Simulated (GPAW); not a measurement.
The system is AlRu.

```
CELL_PARAMETERS angstrom
2.99160 0.00000 0.00000
0.00000 2.99160 0.00000
0.00000 0.00000 2.99160
ATOMIC_POSITIONS crystal
Ru 0.50000 0.50000 0.50000
Al 0.00000 0.00000 0.00000
```

Program: GPAW 26.7.0. Alike in all runs: task band structure; no spin polarisation; cell as given; k mesh 9 × 9 × 9; cutoff (eV) 600; smearing fermi-dirac 0.05 eV.

Question: Order these runs on this cell by their pressure, lowest first.
A. level PBE; potentials or basis GPAW PAW data sets (gpaw-data 1.2.1), pw
B. level AM05; potentials or basis PAW data sets generated in the run's folder for this functional, pw
C. level revPBE; potentials or basis the program's PAW data sets (release 1.2.1) made for this functional, pw
D. level BLYP; potentials or basis PAW data sets generated in the run's folder for this functional, pw; eigensolver davidson
E. level LDA; potentials or basis the program's PAW data sets (release 1.2.1) made for this functional, pw

Answer: E (-7.6 GPa), B (-3.2 GPa), A (3.2 GPa), C (6.0 GPa), D (9.3 GPa).
